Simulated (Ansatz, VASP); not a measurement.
## Two plane-wave programs on Al

Contents of INCAR:

```
SYSTEM = Al
PREC = Accurate
ENCUT = 520
EDIFF = 1E-8
ISMEAR = -1
SIGMA = 0.05
LREAL = .False.
LASPH = .True.
NELM = 100
ALGO = Normal
ISIF = 2
LWAVE = .False.
LCHARG = .False.
GGA = PS
LEFG = .True.
NBANDS = 8
```

The input KPOINTS:

```
Automatic mesh
0
Gamma
  14 14 14
  0 0 0
```

The input POSCAR:

```
Al
1.0
    0.0000000000      2.0239800000      2.0846994000
    2.0239800000      0.0000000000      2.0846994000
    2.0239800000      2.0239800000      0.0000000000
Al
1
Direct
    0.0000000000      0.0000000000      0.0000000000
```

Input for Ansatz:

```yaml
crystal:
  lattice:
    - [0.0, 2.02398, 2.0846994]
    - [2.02398, 0.0, 2.0846994]
    - [2.02398, 2.02398, 0.0]
  atoms:
    - { symbol: Al, position: [0.0, 0.0, 0.0] }
kpoints:
  mp_grid: { grid: [14, 14, 14] }
scf:
  occupations: { method: fermi_dirac, width: 0.05 }
hamiltonian:
  xc: pbesol
  pseudopotentials: { kind: paw }
output:
  forces: true
  stress: true
  eigenvalues: true
  efg: { contact_densities: true }
```

Change from the starting cell: zz strain of +3 %, PAW files.

Alike in both runs: task electric field gradients; functional PBEsol; k mesh 14 × 14 × 14; occupations fermi-dirac, width 0.05 eV; no spin polarisation.

```csv
,VASP,Ansatz
version,VASP 6.6.1,Ansatz 0.2.0
potentials or method,"VASP PAW PBE potentials, release 64 (Al)","PAW with Ansatz's default frozen-core files, scalar-relativistic"
plane-wave cutoff (eV),520,420
valence electrons in the cell,3,3
```

Ansatz gave:

```
pressure (GPa)                                                 : -3.9
largest component of the traceless stress (GPa)                : 0.27
Vzz of the field gradient on the site that differs most (V/Å²) : 1.1
```

Problem. Which values does VASP return?

Solution. Pressure (GPa): -3.9; largest component of the traceless stress (GPa): 0.28; Vzz of the field gradient on the site that differs most (V/Å²): 1.3.

Caveats: the PAW data sets were made with another functional, which shifts forces and pressure a little (VASP).
